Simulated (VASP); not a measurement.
# Sn (P-1) in VASP: convergence with PREC

Aim: find how far PREC must go before the results for Sn settle, at PBE. This setting moves, with any that are tied to it; all else stays.

All numbers are computed with VASP 6.6.1; they aren't measurements. Logs are shortened: lines on timing, memory, paths and dates and some standing lists are left out, and cuts for length are marked.

## 1. The cell of the first run

The typed cell holds 2 atoms: a = 4.455 Å, b = 4.455 Å, c = 4.455 Å, α = 97.40°, β = 97.40°, γ = 137.92°.

The cell isn't the ideal one: atoms moved at random, drawn with an rms of 0.02 Å.

## 2. With PREC Low

Input file INCAR:

```
PREC     = Low            # precision mode
ENCUT    = 520            # plane-wave cutoff, eV
EDIFF    = 1E-6           # SCF threshold, eV
ISMEAR   = 1              # smearing method
SIGMA    = 0.1            # smearing width, eV
LREAL    = F              # projectors in reciprocal space
LASPH    = T              # aspherical terms in the spheres
NELM     = 80             # most SCF steps
ALGO     = Normal         # electronic algorithm
ISIF     = 2              # what is computed and relaxed
LWAVE    = F              # write WAVECAR
LCHARG   = F              # write CHGCAR
GGA      = PE             # functional
```

Input file KPOINTS:

```
regular mesh
0
Gamma
  7 7 7
```

Input file POSCAR:

```
Sn
1.0
   -2.9401404553      2.9401404553      1.5993019889
    2.9401404553     -2.9401404553      1.5993019889
    2.9401404553      2.9401404553     -1.5993019889
Sn
2
Direct
   -0.0058270000     -0.0037240000      0.0050460000
    0.7464290000      0.2508350000      0.4976150000
```

Potentials or basis: VASP PAW PBE potentials, release 64 (Sn_d).

Run with:

```bash
> cat potpaw_PBE.64/Sn_d/POTCAR > POTCAR
> mpirun -np 1 vasp_std > vasp.out
```

OUTCAR:

```text
PREC = Low
   ENCUT = 520
   EDIFF = 1E-6
   ISMEAR = 1
   LREAL = F
   LASPH = T
   NELM = 80
   ISIF = 2
   GGA = PE

 Found    172 irreducible k-points:

 Following reciprocal coordinates:
            Coordinates               Weight
  0.000000  0.000000  0.000000      1.000000
  0.142857 -0.000000  0.000000      2.000000
  0.142857 -0.000000 -0.142857      2.000000
 -0.000000  0.142857 -0.142857      2.000000
 -0.000000  0.142857  0.000000      2.000000
  0.285714 -0.000000  0.000000      2.000000
   k-points           NKPTS =    172   k-points in BZ     NKDIM =    172   number of bands    NBANDS=     18
   number of dos      NEDOS =    301   number of ions     NIONS =      2
   total plane-waves  NPLWV =  21952
   dimension x,y,z NGX =    28 NGY =   28 NGZ =   28
   dimension x,y,z NGXF=    28 NGYF=   28 NGZF=   28
   ions per type =               2
   NGX,Y,Z   is equivalent  to a cutoff of  10.45, 10.45, 10.45 a.u.
   NGXF,Y,Z  is equivalent  to a cutoff of  10.45, 10.45, 10.45 a.u.
 SYSTEM =  unknown system
   PREC   = low       normal or accurate (medium, high low for compatibility)
   ISTART =      0    job   : 0-new  1-cont  2-samecut
   ICHARG =      2    charge: 1-file 2-atom 10-const
   ISPIN  =      1    spin polarized calculation?
   LNONCOLLINEAR =      F non collinear calculations
   LSORBIT =      F    spin-orbit coupling
   LASPH  =      T    aspherical Exc in radial PAW
   ENCUT  =  520.0 eV  38.22 Ry    6.18 a.u.   8.28  8.28  8.28*2*pi/ulx,y,z
   NELM   =     80;   NELMIN=  2; NELMDL= -5     # of ELM steps
   EDIFF  = 0.1E-05   stopping-criterion for ELM
   LREAL  =      F    real-space projection
   EDIFFG = 0.1E-04   stopping-criterion for IOM
   NSW    =      0    number of steps for IOM
   IBRION =     -1    ionic relax: 0-MD 1-quasi-New 2-CG
   NFREE  =      0    steps in history (QN), initial steepest desc. (CG)
   ISIF   =      2    stress and relaxation
   ISYM   =      2    0-nonsym 1-usesym 2-fastsym
   POTIM  = 0.5000    time-step for ionic-motion
   TEBEG  =    0.0;   TEEND  =   0.0 temperature during run
   PSTRESS=    0.0 pullay stress
   NELECT =      28.0000    total number of electrons
   NUPDOWN=      -1.0000    fix difference up-down
   EMIN   =  10.00;   EMAX   =-10.00  energy-range for DOS
   EFERMI =   0.00;   METHOD = LEGACY
   ISMEAR =     1;   SIGMA  =   0.10  broadening in eV -4-tet -1-fermi 0-gaus
   EFERMI_NEDOS =   21; number of points for ismear=-14 and -15
   IALGO  =     38    algorithm
   IMIX   =      4    mixing-type and parameters
     AMIX     =   0.40;   BMIX     =  1.00
     AMIX_MAG =   1.60;   BMIX_MAG =  1.00
  volume/ion in A,a.u.               =      27.65       186.59
  Fermi-wavevector in a.u.,A,eV,Ry     =   1.304824  2.465760 23.164816  1.702566
  Thomas-Fermi vector in A             =   2.435734
   LORBIT       =      0    0 simple, 1 ext, 2 COOP (PROOUT), +10 PAW based schemes
   GGA     = PE    functional components
   LHFCALC =     F    Hartree Fock is set to
   AEXX    =    0.0000 exact exchange contribution
   IVDW    =     0    specifies the selected vdW correction
   LEPSILON=     F    determine dielectric tensor
   LRPA    =     F    only Hartree local field effects (RPA)
 non-spin polarized calculation
 Methfessel and Paxton  Order N= 1 SIGMA  =   0.10
  energy-cutoff  :      520.00
  volume of cell :       55.30
 maximum number of plane-waves:      1502
   NGX = 17   NGY = 17   NGZ = 17

 number of electron      28.0000714 magnetization

 Free energy of the ion-electron system (eV)
  ---------------------------------------------------
  ext. energy  EPLUGINS =         0.00000000
  ---------------------------------------------------
  free energy    TOTEN  =        -7.63243769 eV

  energy without entropy =       -7.63089907  energy(sigma->0) =       -7.63192482

 E-fermi :   7.6892     XC(G=0): -10.2183

 val. band max:        7.6888171444   @ k =  -0.4286   0.0000   0.1429
 cond. band min:       7.6969510229   @ k =   0.2857   0.1429   0.0000
 fundamental gap:      0.0081338785
 Fermi energy:         7.6891803900

 k-point     1 :       0.0000    0.0000    0.0000
  band No.  band energies     occupation
      1     -13.8932      2.00000
      2     -13.8113      2.00000
      3     -13.7731      2.00000
      4     -13.7588      2.00000
      5     -13.6227      2.00000
      6     -13.6133      2.00000
[... 10 lines left out ...]
     17      13.8859      0.00000
     18      14.4861      0.00000

 k-point     2 :       0.1429   -0.0000    0.0000
  band No.  band energies     occupation
      1     -13.8809      2.00000
      2     -13.7748      2.00000
      3     -13.7597      2.00000
      4     -13.7196      2.00000
      5     -13.6406      2.00000
      6     -13.6351      2.00000
[... 10 lines left out ...]
     17      12.1150      0.00000
     18      13.0291      0.00000

 k-point     3 :       0.1429   -0.0000   -0.1429
  band No.  band energies     occupation
      1     -13.8805      2.00000
      2     -13.7748      2.00000
      3     -13.7596      2.00000
      4     -13.7184      2.00000
      5     -13.6432      2.00000
      6     -13.6319      2.00000
[... 10 lines left out ...]
     17      12.1141      0.00000
     18      13.0606      0.00000

 k-point     4 :      -0.0000    0.1429   -0.1429
  band No.  band energies     occupation
      1     -13.8816      2.00000
      2     -13.7757      2.00000
      3     -13.7602      2.00000
      4     -13.7188      2.00000
      5     -13.6406      2.00000
      6     -13.6335      2.00000
[... 10 lines left out ...]
     17      12.1073      0.00000
     18      13.0360      0.00000

 k-point     5 :      -0.0000    0.1429    0.0000
  band No.  band energies     occupation
      1     -13.8808      2.00000
      2     -13.7752      2.00000
      3     -13.7599      2.00000
      4     -13.7180      2.00000
      5     -13.6432      2.00000
      6     -13.6311      2.00000
[... 10 lines left out ...]
     17      12.1105      0.00000
     18      13.0644      0.00000

 k-point     6 :       0.2857   -0.0000    0.0000
  band No.  band energies     occupation
      1     -13.8507      2.00000
      2     -13.7325      2.00000
      3     -13.7200      2.00000
      4     -13.7018      2.00000
      5     -13.6777      2.00000
      6     -13.6366      2.00000
[... 10 lines left out ...]
     17      11.7240      0.00000
     18      11.8553      0.00000

 [... further k-points ...]
[... 5 lines left out ...]
  --------------------------------------------------------------------------------------
  -------------------------------------------------------------------------------------
  Total        0.4323413      0.3110774      0.4953934      0.0068689      0.0499232     -0.0314774
  in kB       12.5259498      9.0126483     14.3527190      0.1990070      1.4463941     -0.9119748
  external PRESSURE =      11.9637724 kB  Pullay stress =       0.0000000 kB

 VOLUME and BASIS-vectors are now :
 -----------------------------------------------------------------------------
  energy-cutoff  :      520.00
  volume of cell :       55.30
      direct lattice vectors                 reciprocal lattice vectors
    -2.940140455  2.940140455  1.599301989     0.000000000  0.170059903  0.312636390
     2.940140455 -2.940140455  1.599301989     0.170059903  0.000000000  0.312636390
     2.940140455  2.940140455 -1.599301989     0.170059903  0.170059903  0.000000000

 POSITION                                       TOTAL-FORCE (eV/Angst)
 -----------------------------------------------------------------------------------
      0.02102      0.00865      3.17526        -0.053719     -0.098038     -0.010838
      0.00594      2.92017      0.79909         0.053719      0.098038      0.010838
 -----------------------------------------------------------------------------------
    total drift:                               -0.001469      0.000085     -0.001326

  FREE ENERGIE OF THE ION-ELECTRON SYSTEM (eV)
  ---------------------------------------------------
  free  energy   TOTEN  =        -7.6324376934 eV

  energy  without entropy=       -7.6308990673  energy(sigma->0) =       -7.63192482
```

It took 60 s on 1 thread of Intel Xeon Platinum 8488C (Sapphire Rapids), shared host; peak memory 0.22 GiB.

Results:

* Free energy: -7.6324 eV
* Pressure: 1.2 GPa
* Largest force: 0.112 eV/Å
* Band gap on the k mesh: none (metal or under the smearing width)

## 3. With PREC Medium

INCAR, as its differences from that of step 2:

```diff
@@ -1,2 +1,2 @@
-PREC     = Low            # precision mode
+PREC     = Medium         # precision mode
 ENCUT    = 520            # plane-wave cutoff, eV
```

KPOINTS is that of step 2.

POSCAR is that of step 2.

Potentials or basis: VASP PAW PBE potentials, release 64 (Sn_d).

Run with:

```bash
> cat potpaw_PBE.64/Sn_d/POTCAR > POTCAR
> mpirun -np 1 vasp_std > vasp.out
```

Run time: 57 s. Hardware: 1 thread of Intel Xeon Platinum 8488C (Sapphire Rapids), shared host; peak memory 0.22 GiB.

Results:

```yaml
Free_energy: -7.6301 eV
Pressure: 1.2 GPa
Largest_force: 0.094 eV/Å
Band_gap_on_the_k_mesh: none (metal or under the smearing width)
```

## 4. With PREC Single

INCAR, as its differences from that of step 3:

```diff
@@ -1,2 +1,2 @@
-PREC     = Medium         # precision mode
+PREC     = Single         # precision mode
 ENCUT    = 520            # plane-wave cutoff, eV
```

KPOINTS is that of step 3.

POSCAR is that of step 3.

Run with:

```bash
> cat potpaw_PBE.64/Sn_d/POTCAR > POTCAR
> mpirun -np 1 vasp_std > vasp.out
```

Wall time 1.7 min (1 thread of Intel Xeon Platinum 8488C (Sapphire Rapids), shared host); peak memory 0.23 GiB.

What came out:

```yaml
Free_energy: -7.6305 eV
Pressure: 1.2 GPa
Largest_force: 0.105 eV/Å
Band_gap_on_the_k_mesh: none (metal or under the smearing width)
```

## 5. With PREC Normal

INCAR, as its differences from that of step 4:

```diff
@@ -1,2 +1,2 @@
-PREC     = Single         # precision mode
+PREC     = Normal         # precision mode
 ENCUT    = 520            # plane-wave cutoff, eV
```

KPOINTS is that of step 4.

POSCAR is that of step 4.

Run with:

```bash
> cat potpaw_PBE.64/Sn_d/POTCAR > POTCAR
> mpirun -np 1 vasp_std > vasp.out
```

Run time: 59 s. Hardware: 1 thread of Intel Xeon Platinum 8488C (Sapphire Rapids), shared host; peak memory 0.26 GiB.

Results:

* Free energy: -7.6298 eV
* Pressure: 1.2 GPa
* Largest force: 0.100 eV/Å
* Band gap on the k mesh: none (metal or under the smearing width)

## 6. With PREC High

INCAR, as its differences from that of step 5:

```diff
@@ -1,2 +1,2 @@
-PREC     = Normal         # precision mode
+PREC     = High           # precision mode
 ENCUT    = 520            # plane-wave cutoff, eV
```

KPOINTS is that of step 5.

POSCAR is that of step 5.

Potentials or basis: VASP PAW PBE potentials, release 64 (Sn_d).

Run with:

```bash
> cat potpaw_PBE.64/Sn_d/POTCAR > POTCAR
> mpirun -np 1 vasp_std > vasp.out
```

Wall time 1.7 min (1 thread of Intel Xeon Platinum 8488C (Sapphire Rapids), shared host); peak memory 0.24 GiB.

Results:

| Property | Result |
| --- | --- |
| Free energy | -7.6302 eV |
| Pressure | 1.2 GPa |
| Largest force | 0.102 eV/Å |
| Band gap on the k mesh | none (metal or under the smearing width) |

## 7. With PREC Accurate

INCAR, as its differences from that of step 6:

```diff
@@ -1,2 +1,2 @@
-PREC     = High           # precision mode
+PREC     = Accurate       # precision mode
 ENCUT    = 520            # plane-wave cutoff, eV
```

KPOINTS is that of step 6.

POSCAR is that of step 6.

Run with:

```bash
> cat potpaw_PBE.64/Sn_d/POTCAR > POTCAR
> mpirun -np 1 vasp_std > vasp.out
```

Wall time 1.8 min (1 thread of Intel Xeon Platinum 8488C (Sapphire Rapids), shared host); peak memory 0.29 GiB.

It converged, with:

```yaml
Free_energy: -7.6298 eV
Pressure: 1.2 GPa
Largest_force: 0.101 eV/Å
Band_gap_on_the_k_mesh: none (metal or under the smearing width)
```

## 8. The series at a glance

```
    PREC  energy less the tightest run, at zero smearing (meV/atom)  largest force (eV/Å)  SCF cycles  CPU time (s)  peak memory (GiB)
     Low                                                      -1.34                 0.112          11            59               0.22
  Medium                                                      -0.17                 0.094          11            56               0.22
  Single                                                      -0.38                 0.105          11           100               0.23
  Normal                                                      -0.01                 0.100          11            58               0.26
    High                                                      -0.21                 0.102          11           100               0.24
Accurate                                                       0.00                 0.101          11           110               0.29
```

Against the tightest run, the energy stays within 1 meV/atom from Medium on; the largest force stays within 0.005 eV/Å from Single on. The tightest run that finished is the yardstick and may itself not be fully converged.
